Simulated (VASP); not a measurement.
A run of VASP 6.6.1 is set up as follows.

The input INCAR:

```
SYSTEM = Cs2AgBiBr6
PREC     = Accurate       ! precision mode
ENCUT    = 600            ! plane-wave cutoff, eV
EDIFF    = 1E-7           ! SCF threshold, eV
ISMEAR   = 0              ! smearing method
SIGMA    = 0.03           ! smearing width, eV
LREAL    = .False.        ! projectors in reciprocal space
LASPH    = .True.         ! aspherical terms in the spheres
NELM     = 80             ! most SCF steps
ALGO     = Normal         ! electronic algorithm
ISIF     = 3              ! what is computed and relaxed
LWAVE    = .False.        ! write WAVECAR
LCHARG   = .False.        ! write CHGCAR
METAGGA  = R2SCAN         ! meta-GGA
LMIXTAU  = .True.       
IBRION   = 2              ! ionic algorithm
NSW      = 90             ! ionic steps
EDIFFG   = -0.005         ! ionic threshold
KPAR     = 4
```

KPOINTS

```
regular mesh
0
Gamma
  6 6 6
  0 0 0
```

Contents of POSCAR:

```
Cs2AgBiBr6                              
1.0
   -3.9866932550      3.9866932365      5.7188836239
    3.9866932550     -3.9866932365      5.7188836239
    3.9866932365      3.9866932550     -5.7188836239
  Cs              Bi              Ag              Br            
     2     1     1     6
Direct
     0.2500000000000000    0.7500000000000000    0.5000000000000000
     0.7500000000000000    0.2500000000000000    0.5000000000000000
     0.0000000000000000    0.0000000000000000    0.0000000000000000
     0.5000000000000000    0.5000000000000000    0.0000000000000000
     0.7773142914085224    0.2816325889244837    0.0589468803330062
     0.2226857085914775    0.7183674110755162    0.9410531196669937
     0.2816325889244837    0.2226857085914775    0.5043182975159543
     0.7183674110755162    0.7773142914085224    0.4956817024840459
     0.2506641156392636    0.2506641156392636    0.0000000000000000
     0.7493358843607364    0.7493358843607364    0.0000000000000000
```

Potentials or basis: VASP PAW PBE potentials, release 64 (Cs_sv, Bi_d, Ag, Br).

Launch:

```console
$ cat potpaw_PBE.64/Cs_sv/POTCAR potpaw_PBE.64/Bi_d/POTCAR potpaw_PBE.64/Ag/POTCAR potpaw_PBE.64/Br/POTCAR > POTCAR
$ mpirun -np 4 vasp_std > vasp.out
```

(1) What does it give for the space group after relaxing (to 0.05 Å)?

(2) Estimate the band gap on the k mesh.

(3) What does it give for the relaxed cell?

Answers

(1) I4/m (No. 87).

(2) 1.72 eV, indirect (least direct gap 2.74 eV).

(3) a = 8.027 Å, b = 8.027 Å, c = 8.027 Å, α = 120.29°, β = 120.29°, γ = 89.50°.

Caveat: spin-orbit coupling is left out, which as a rule narrows the gap of such compounds by several tenths of an eV.
